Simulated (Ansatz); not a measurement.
# GaP (F-43m): the dielectric response by several routes, part 2 of 2

Wanted: ε∞ of GaP (F-43m) from perturbation theory, a sum over states and the RPA step of G0W0, with cost.

Ansatz 0.2.0; linear response on PBE, plane waves, PAW. Known limits of the many-body steps: not at the basis limit; no spin-orbit coupling.

So far. Step 2 (Response to a homogeneous field): One over ε∞ averages 0.10, well under the quarter of exact exchange in PBE0, which by this rule of thumb may open the gap too far. Step 3 (Independent-particle spectrum): The sum gives ε∞ = 10.90 without local fields.

### 3. Independent-particle spectrum (continued)

Level of this step: independent-particle optics on PBE, plane waves, PAW (Ansatz).

Independent particles, no local fields, Gaussian width 0.2 eV. Table of ε₁, xx=yy=zz by photon energy:

photon energy (eV), ε₁, xx=yy=zz and a bar from the least value:
```
      0.0       10.9 #####################
      0.5       11.0 #####################
      1.0       11.5 ######################
      1.5       12.6 #######################
      2.0       14.7 #########################
      2.5       18.8 ##############################
      3.0       17.3 ############################
      3.5       14.4 #########################
      4.0       17.1 ############################
      4.5        2.3 ###########
      5.0       -7.2 
      5.5       -4.0 ####
      6.0       -7.4 
      6.5       -6.4 #
      7.0       -5.5 ##
      7.5       -4.4 ###
      8.0       -3.6 ####
      8.5       -2.7 #####
      9.0       -2.9 #####
      9.5       -2.4 ######
     10.0       -2.2 ######
     10.5       -1.9 ######
     11.0       -1.6 #######
     11.5       -1.4 #######
     12.0       -1.1 #######
     12.5       -0.9 #######
     13.0       -0.8 ########
     13.5       -0.6 ########
     14.0       -0.5 ########
     14.5       -0.4 ########
     15.0       -0.3 ########
     15.5       -0.1 ########
     16.0        0.0 ########
     16.5        0.1 #########
     17.0        0.1 #########
     17.5        0.1 #########
     18.0        0.2 #########
     18.5        0.3 #########
     19.0        0.3 #########
     19.5        0.3 #########
     20.0        0.4 #########
     20.5        0.3 #########
     21.0        0.4 #########
     21.5        0.4 #########
     22.0        0.5 #########
     22.5        0.5 #########
     23.0        0.5 #########
     23.5        0.5 #########
     24.0        0.6 #########
     24.5        0.6 #########
     25.0        0.6 #########
```

### 4. RPA screening from the G0W0 run

Now the one-shot GW correction: screening in the RPA, then the self-energy of the levels asked for.

This step: G0W0 on PBE, plane waves, PAW.

input.yaml reads:

```yaml
crystal:
  lattice:
    - [0.0, 2.72525, 2.72525]
    - [2.72525, 0.0, 2.72525]
    - [2.72525, 2.72525, 0.0]
  atoms:
    - { symbol: Ga, position: [0.0, 0.0, 0.0] }
    - { symbol: P, position: [0.25, 0.25, 0.25] }
kpoints:
  mp_grid: { grid: [6, 6, 6] }
hamiltonian:
  xc: pbe
scf:
  occupations: { method: fixed }
gw:
  n_empty_bands: 259
  ecut_chi: 200.0
  qp_bands: [v2, c2]
  qp_kpoints: band_edges
  screening: { model: contour_deformation }
```

Started as:

```console
$ ansatz run input.yaml --threads 3 --pin off --max-ram 64512MiB --backend cuda --events-out ev --progress --plain --runs-dir out --devices 1 --max-vram 24GiB  # rebuilt from the run's record
```

Numbers of over 12 decimals in the logs are rounded to 6 here.

Log:

```text
GPUs: using 1 of 1 available (devices: 1).
[...]
GPU FFT provider: cuFFT
GPU libraries: cuBLAS 13.8.2, cuFFT 12.4.0, cuSOLVER 12.3.4
Crystal: 2 atoms, lattice volume = 40.481 Å³
Basis set: ecut = 420 eV, 749 PW (Γ)
Bands: 13, of which v1, the nominal top of the filled ones, is band 9 counted from 1 (8 counted from 0)
Symmetry: 24 space group operations
[...]
k-points: 16 of 216 (time reversal used)
[...]
1    11     11.5213    -7.5906    -4.6413   -12.3376  0.7652    11.6271    11.6269  root
[...]
12     8      4.4071   -16.0064     2.0946   -13.1652  0.7416     3.6493     3.6606  root
    12     9      4.4071   -16.0064     2.0946   -13.1652  0.7416     3.6493     3.6606  root
    12    10      8.7432    -6.9016    -3.8046   -10.5886  0.7926     8.6258     8.6256  root
    12    11      8.9127    -7.9321    -3.9682   -11.8951  0.7849     8.9075     8.9075  root
[key lines of the parts left out:]
SCF converged after 7 iterations
Free energy (F): -4539.534179 eV
Fermi energy:    7.092276 eV
```

Elapsed: 12 s, on 1 × NVIDIA H100 80GB HBM3 (shared by 3 runs) with 3 threads of AMD EPYC 7R13 (Zen 3), shared host; peak memory 1.3 GiB; 13 s of CPU time.

Numbers from this step:

```
bands summed                                 : 268
RPA ε∞ on this mesh (eigenvalues)            : 12.17, 12.17, 12.17
plane waves in the screening matrix          : 259
G0W0 gap on the mesh                         : 2.187 eV
k of the valence top                         : 0, 0, 0
k of the conduction bottom                   : 0, -0.5, -0.5
starting gap on the mesh                     : 1.651 eV
least direct G0W0 gap on the computed points : 2.604 eV
```

The gap on the mesh goes from 1.65 eV to 2.19 eV, a correction of +0.54 eV. Between the two edge states, bare exchange in place of the xc potential would open the gap by 5.43 eV, and correlation takes back 4.90 eV.

Mean over the mesh in bins of 0.25 1/Å. The static inverse dielectric function, diagonal by length of q+G:

```csv
length of q+G (Å⁻¹),"static inverse dielectric function, diagonal"
0.33,0.148
0.49,0.174
0.77,0.249
0.99,0.320
1.24,0.393
1.49,0.466
1.73,0.533
1.99,0.602
2.26,0.662
2.51,0.712
2.75,0.753
3.01,0.791
3.27,0.825
3.51,0.853
3.75,0.879
4.01,0.903
4.25,0.921
4.50,0.935
4.74,0.947
4.99,0.956
5.25,0.964
5.50,0.970
5.75,0.975
6.00,0.979
6.26,0.983
6.51,0.986
6.75,0.989
7.00,0.991
7.18,0.992
```

### 5. The values together

Times are wall times on 1 × NVIDIA H100 80GB HBM3 (shared by 3 runs) with 3 threads of AMD EPYC 7R13 (Zen 3), shared host, good to a factor of about two.

| method | mesh | ε∞, low | middle | high | mean | time |
| --- | --- | --- | --- | --- | --- | --- |
| perturbation theory (local fields and xc kernel) | 6×6×6 (response on 512 points) | 10.37 | 10.37 | 10.37 | 10.37 | 23 s |
| sum over states (no local fields) | 8×8×8 | 10.90 | 10.90 | 10.90 | 10.90 | 7 s |
| RPA with local fields, on the GW mesh | 6×6×6 | 12.17 | 12.17 | 12.17 | 12.17 | 12 s |

### 6. Results

```
perturbation theory (local fields and xc kernel) : 10.37, 10.37, 10.37
sum over states (no local fields)                : 10.90, 10.90, 10.90
RPA with local fields, on the GW mesh            : 12.17, 12.17, 12.17
```

In words: Mean Born effective charge: Ga1 2.15, P2 -2.15 e. The ε₂, xx=yy=zz has its highest peak at 4.5 eV. The loss function, xx=yy=zz has its highest peak at 16 eV. The sum without local fields gives 10.90 in the mean against 10.37 by perturbation theory; local fields lower ε∞ and the xc kernel gives part of it back, though the sum also carries the error of its own mesh. The RPA values on the 6×6×6 mesh average 1.17 times those of perturbation theory (means 12.17 and 10.37). Without the xc kernel RPA should lie a little lower; it lies higher here. Perturbation theory sums its response on a denser mesh of its own, so the coarser sum of the GW run is the likely cause. PBE usually puts the gap too low, which tends to raise ε∞. Ions are clamped, so the lattice part of the static constant is not in these numbers.

[Paths, hosts, dates, memory and timing lines, banners, echoed tables and standing remarks are left out of the program output.]

[Logs are printed without paths, hosts, clocks, repeated set-up lines and the standing remarks that a program may print on its own settings, such as how far it seeks lower states.]

[Runs of the session that timed out or met a known fault of the program may be left out.]

[Cells called generated may have been cut or substituted from an entry of the Crystallography Open Database or the Materials Project.]

[Hosts, paths, dates, database ids (printed as entryN), source tags and the programs' standing remarks are cut or masked in the printed files.]
